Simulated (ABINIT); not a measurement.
Runs of ABINIT 10.8.3 (patched build) on MgS. It takes space group F-43m (No. 216, cubic). The conventional cell has a = 5.666 Å, b = 5.666 Å, c = 5.666 Å, α = 90.00°, β = 90.00°, γ = 90.00°. S (site symmetry -43m) has 4 Mg at 2.45 Å as nearest neighbours. Around Mg (site symmetry -43m) lie 4 S at 2.45 Å. The cell comes from a database or a generator and needn't be the stable form of this composition.

| task | level | potentials or basis | cell | k mesh | cutoff (eV) | smearing | stop of the response cycle (tolvrs) | acoustic sum rule (asr) | bands in the sums | one-shot functional | cell freedom (optcell) | gap on the mesh (eV) | pressure (GPa) |
| --- | --- | --- | --- | --- | --- | --- | --- | --- | --- | --- | --- | --- | --- |
| phonons | LDA | PseudoDojo NC SR LDA v0.4.1 standard | as given | 4 × 4 × 4, with 4 shifts | 1088 | fixed | 1e-08 | 2 | - | - | - | - | -2.2 |
| dielectric tensor | PBEsol | PseudoDojo NC SR PBEsol v0.4.1 standard | as given | 4 × 4 × 4, with 4 shifts | 1034 | fixed | 1e-08 | 2 | - | - | - | - | -0.8 |
| one-shot levels of the hybrid HSE03 | PBEsol | PseudoDojo NC SR PBEsol v0.4.1 standard | as given | 6 × 6 × 6 | 1034 | fixed | - | - | 16 | HSE03 | - | 3.28 | - |
| relaxation of cell and atoms | PBEsol | PseudoDojo NC SR PBEsol v0.4.1 standard | relaxed | 6 × 6 × 6 | 1143 | fermi-dirac 0.05 eV | - | - | - | - | 2 | (a) | 0.0 |
| effective masses | LDA | PseudoDojo NC SR LDA v0.4.1 standard | as given | 6 × 6 × 6 | 1088 | fixed | - | - | - | - | - | - | -2.2 |

Alike in all rows: no spin polarisation.

Task: Fill in the values left out.

Result: (a) 3.31.

Caveats: Libxc's HSE differs a little from that of other programs (some runs); this build's HSE levels may be imprecise (some runs).

A k mesh can miss the band edges.

Not every run made on this cell is shown here.
